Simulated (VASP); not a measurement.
## BeTe in VASP 6.6.1, single-point calculation

INCAR

```
NELM = 84
EDIFF = 1E-7
LWAVE = .FALSE.
ISIF = 2
ENCUT = 500
PREC = Accurate
IBRION = -1
LREAL = .FALSE.
LASPH = .TRUE.
NBANDS = 11
ISMEAR = -1
GGA = PE
LCHARG = .FALSE.
SIGMA = 0.02
IVDW = 12
NSW = 0
```

KPOINTS

```
KPOINTS created by Atomic Simulation Environment
0
Gamma
8 8 8
0 0 0
```

POSCAR

```
Be Te
 1.0000000000000000
     0.0000000000000000    2.7437649167000000    2.8909264500999998
     2.7437649167000000    0.0000000000000000    2.8909264500999998
     2.7437649167000000    2.7437649167000000    0.0000000000000000
 Be  Te
   1   1
Cartesian
  0.0000000000000000  0.0000000000000000  0.0000000000000000
  1.3718824583500000  1.3718824583500000  1.4454632250499999
```

The recommended PBE PAW datasets give the neutral cell 8 valence electrons.

Command

```
mpirun -np 1 vasp_std
```

OSZICAR

```
N       E                     dE             d eps       ncg     rms          rms(c)
DAV:   1     0.184967982339E+02    0.18497E+02   -0.32133E+03  1298   0.566E+02
DAV:   2    -0.670073753730E+01   -0.25198E+02   -0.23838E+02  1691   0.911E+01
DAV:   3    -0.773384604058E+01   -0.10331E+01   -0.10314E+01  1759   0.195E+01
DAV:   4    -0.774324157622E+01   -0.93955E-02   -0.93943E-02  1559   0.208E+00
DAV:   5    -0.774343380742E+01   -0.19223E-03   -0.19223E-03  1675   0.285E-01    0.430E+00
DAV:   6    -0.762521049454E+01    0.11822E+00   -0.14236E-01  1526   0.154E+00    0.257E+00
DAV:   7    -0.759054801210E+01    0.34662E-01   -0.11232E-01  1562   0.147E+00    0.522E-01
DAV:   8    -0.759112541524E+01   -0.57740E-03   -0.66584E-03  1487   0.473E-01    0.846E-02
DAV:   9    -0.759137129369E+01   -0.24588E-03   -0.34617E-04  1589   0.110E-01    0.334E-02
DAV:  10    -0.759143343053E+01   -0.62137E-04   -0.80115E-05  1464   0.465E-02    0.168E-02
DAV:  11    -0.759143482506E+01   -0.13945E-05   -0.23920E-06  1667   0.892E-03    0.125E-02
DAV:  12    -0.759143705103E+01   -0.22260E-05   -0.49661E-06  1406   0.131E-02    0.938E-03
DAV:  13    -0.759143715426E+01   -0.10323E-06   -0.43878E-08  1639   0.152E-03    0.315E-03
DAV:  14    -0.759143729914E+01   -0.14488E-06   -0.74883E-09   879   0.510E-04    0.592E-04
DAV:  15    -0.759143734431E+01   -0.45175E-07   -0.24212E-09   739   0.249E-04
   1 F= -.82871756E+01 E0= -.82871756E+01  d E =-.592177E-12
```

From OUTCAR

```
k-points           NKPTS =     59   k-points in BZ     NKDIM =     59   number of bands    NBANDS=     11

   NELECT =       8.0000    total number of electrons

   dimension x,y,z NGX =    30 NGY =   30 NGZ =   28
   dimension x,y,z NGXF=    60 NGYF=   60 NGZF=   56

  energy-cutoff  :      500.00
  volume of cell :       43.53
      direct lattice vectors                 reciprocal lattice vectors
     0.000000000  2.743764917  2.890926450    -0.182231356  0.182231356  0.172954936
     2.743764917  0.000000000  2.890926450     0.182231356 -0.182231356  0.172954936
     2.743764917  2.743764917  0.000000000     0.182231356  0.182231356 -0.172954936

 k-points in reciprocal lattice and weights: KPOINTS created by Atomic Simulation Env
   0.00000000  0.00000000  0.00000000       0.002
   0.12500000 -0.00000000  0.00000000       0.016
   0.25000000 -0.00000000  0.00000000       0.016
   0.37500000  0.00000000  0.00000000       0.016
   0.50000000 -0.00000000  0.00000000       0.008
   0.12500000  0.12500000  0.00000000       0.004
   0.25000000  0.12500000  0.00000000       0.016
   0.37500000  0.12500000  0.00000000       0.016
   ...

 E-fermi :   5.9446

 k-point     1 :       0.0000    0.0000    0.0000
  band No.  band energies     occupation
      1      -7.0786      2.00000
      2       5.1760      2.00000
      3       5.4936      2.00000
      4       5.4936      2.00000
      5       8.9560      0.00000
      6       8.9560      0.00000
      7       9.0681      0.00000
      8       9.3795      0.00000
      9      13.7533      0.00000
     10      15.0940      0.00000
     11      15.9332      0.00000

 k-point     2 :       0.1250   -0.0000    0.0000
  band No.  band energies     occupation
      1      -6.9250      2.00000
      2       4.0322      2.00000
      3       5.0212      2.00000
      4       5.2738      2.00000
      5       8.9313      0.00000
      6       9.3164      0.00000
      7       9.4049      0.00000
      8      10.6435      0.00000
      9      14.1288      0.00000
     10      14.3573      0.00000
     11      15.0962      0.00000

 k-point     3 :       0.2500   -0.0000    0.0000
  band No.  band energies     occupation
      1      -6.4997      2.00000
      2       1.9837      2.00000
      3       4.5081      2.00000
      4       4.8686      2.00000
      5       8.6971      0.00000
      6       9.8795      0.00000
      7       9.9253      0.00000
      8      12.5559      0.00000
      9      14.1362      0.00000
     10      14.6053      0.00000
     11      14.7159      0.00000

 k-point     4 :       0.3750    0.0000    0.0000
  band No.  band energies     occupation
      1      -5.9536      2.00000
      2       0.3485      2.00000
      3       4.1197      2.00000
      4       4.5616      2.00000
      5       8.4969      0.00000
      6       9.9585      0.00000
      7      10.1477      0.00000
      8      13.2835      0.00000
      9      15.0924      0.00000
     10      15.4546      0.00000
     11      15.8618      0.00000

 k-point     5 :       0.5000   -0.0000    0.0000
  band No.  band energies     occupation
      1      -5.6653      2.00000
      2      -0.3145      2.00000
      3       3.9801      2.00000
      4       4.4525      2.00000
      5       8.4221      0.00000
      6       9.9219      0.00000
      7      10.1407      0.00000
      8      13.2243      0.00000
      9      16.2988      0.00000
     10      16.7942      0.00000
     11      17.3535      0.00000

 ...

  Total       0.33338     0.33338    -0.62209     0.00000     0.00000     0.00000
  in kB      12.27143    12.27143   -22.89828     0.00000     0.00000     0.00000
  external pressure =        0.55 kB  Pullay stress =        0.00 kB

 POSITION                                       TOTAL-FORCE (eV/Angst)
 -----------------------------------------------------------------------------------
      0.00000      0.00000      0.00000         0.000000      0.000000      0.000000
      1.37188      1.37188      1.44546        -0.000000     -0.000000     -0.000000
 -----------------------------------------------------------------------------------
    total drift:                                0.000000      0.000000      0.000001

  FREE ENERGIE OF THE ION-ELECTRON SYSTEM (eV)
  ---------------------------------------------------
  free  energy   TOTEN  =        -8.2871756118 eV

  energy  without entropy=       -8.2871756118  energy(sigma->0) =       -8.28717561
```

It converged. Results: gap between bands v and c on the k mesh 1.69 eV; least direct gap on the k mesh 3.46 eV; pressure 0.1 GPa. Band v is the last that the valence electrons fill when counted band by band, and c is the next.

For comparison, a separate PBE run of the intended cell, on usual settings and not on those above, gives a gap of 1.69 eV on its mesh and a pressure of 2.8 GPa.

The run above took about 25 s on one core of a shared host (Intel Xeon Platinum 8488C) and held 0.18 GiB at most.
